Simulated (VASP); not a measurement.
Input of a VASP 6.6.1 run:

INCAR

```
SYSTEM = AlAs
PREC     = Accurate       ! precision mode
ENCUT    = 600            ! plane-wave cutoff, eV
EDIFF    = 1E-6           ! SCF threshold, eV
ISMEAR   = 0              ! smearing method
SIGMA    = 0.03           ! smearing width, eV
LREAL    = .FALSE.        ! projectors in reciprocal space
LASPH    = .TRUE.         ! aspherical terms in the spheres
NELM     = 80             ! most SCF steps
ALGO     = Normal         ! electronic algorithm
ISIF     = 3              ! what is computed and relaxed
LWAVE    = .FALSE.        ! write WAVECAR
LCHARG   = .FALSE.        ! write CHGCAR
GGA      = PS             ! functional
IBRION   = 2              ! ionic algorithm
NSW      = 90             ! ionic steps
EDIFFG   = -0.01          ! ionic threshold
KPAR     = 8
```

File KPOINTS:

```
Automatic mesh
0
G
  8 8 8
  0 0 0
```

File POSCAR:

```
AlAs
1.0
    0.0000000000      2.8304000000      2.8304000000
    2.8304000000      0.0000000000      2.8304000000
    2.8304000000      2.8304000000      0.0000000000
Al As
1 1
Direct
    0.0000000000      0.0000000000      0.0000000000
    0.2500000000      0.2500000000      0.2500000000
```

Potentials or basis: VASP PAW PBE potentials, release 64 (Al, As).

The run is started by

```console
$ cat potpaw_PBE.64/Al/POTCAR potpaw_PBE.64/As/POTCAR > POTCAR
$ mpirun -np 8 vasp_std > vasp.out
```

Problem. Predict the relaxed volume.

Solution. 22.93 Å³/atom.

Problem. Estimate the band gap on the k mesh.

Solution. 1.34 eV, indirect (least direct gap 1.89 eV).

Step by step:
```
step  energy change (eV)  largest force (eV/Å)  pressure (GPa)  volume (Å³)
   1              0.0000                0.0000            0.82        45.35
   2             -0.0010                0.0000           -0.41        46.12
   3             -0.0013                0.0000            0.00        45.86
```

Caveat: the PAW data sets were made with another functional, which shifts forces and pressure a little. Zero-point motion and thermal expansion aren't in these numbers.
